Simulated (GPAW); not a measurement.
CuO, 4 atoms in the cell. It takes space group P4_2/mmc (No. 131, tetragonal). Conventional cell: a = 3.422 Å, b = 3.422 Å, c = 4.260 Å, α = 90.00°, β = 90.00°, γ = 90.00°. Around Cu (site symmetry mmm) lie 4 O at 2.02 Å. O (site symmetry -4m2) has 4 Cu at 2.02 Å and 2 O at 2.13 Å as nearest neighbours. Measurements of this composition are mostly on another form, of space group No. 15.

```yaml
Program: GPAW 26.7.0
Task: relaxation of cell and atoms
Functional: PW91
Dispersion: D4
Potentials_or_basis: PAW data sets generated in the run's folder for this functional
Cutoff: 800 eV
Basis: pw
k_mesh: 6 × 6 × 5
Occupations: fermi-dirac, width 0.05 eV
Spin: no spin polarisation
Maxiter: 150
Optimizer: LBFGS
Fmax: 0.02 eV/Å
Max_steps: 100
```

Potentials or basis: PAW data sets generated in the run's folder for this functional, pw.

Launch:

```bash
$ gpaw-setup -f GGA_X_PW91+GGA_C_PW91 Cu O
$ OMP_NUM_THREADS=1 python run.py
```

Hardware: 1 thread of AMD EPYC 9R45 96-Core Processor (Zen 5) (shared host).

Q: Estimate the wall time of this run.

A: It took 4.1 min on 1 thread of AMD EPYC 9R45 96-Core Processor (Zen 5) (shared host), peak memory 0.39 GiB. Counts: scf iterations 105, plane waves 2584, bands 33, k points 48, ion steps 10.
